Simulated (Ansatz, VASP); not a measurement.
# InAs: 5 runs at one level of theory

The starting cell:

```
CELL_PARAMETERS angstrom
0.00000 3.01800 3.01800
3.01800 0.00000 3.01800
3.01800 3.01800 0.00000
ATOMIC_POSITIONS crystal
In 0.00000 0.00000 0.00000
As 0.75000 0.75000 0.75000
```

Alike in all runs: task relaxation of cell and atoms; functional PBE; k mesh 8 × 8 × 8; occupations fermi-dirac, width 0.05 eV; no spin polarisation; no spin-orbit coupling.

```csv
program and potentials,plane-wave cutoff (eV),notes,equilibrium volume (Å³/atom)
"VASP, PBE PAW files As, In_d, 600 eV",600,9 valence electrons an atom on average,29.63
"Ansatz, all-electron LAPW, scalar-relativistic",-,-,29.61
"VASP, PBE PAW files As_GW, In_d_GW, 630 eV",630,9 valence electrons an atom on average,29.58
"VASP, PBE PAW files As, In, 580 eV",580,4 valence electrons an atom on average,29.95
"VASP, PBE PAW files As_GW, In_d_GW, 680 eV",680,9 valence electrons an atom on average,29.55
```

The equilibrium volume spans 29.55 (VASP, PBE PAW files As_GW, In_d_GW, 680 eV) to 29.95 Å³/atom (VASP, PBE PAW files As, In, 580 eV), with all-electron results at 29.61. Relaxations stop with a little pressure left, so the last digit of a volume isn't settled.

Differences between rows come from potentials, basis sets and numerical settings, since the functional is the same but for its coding. Runs on potential files found faulty are left out.
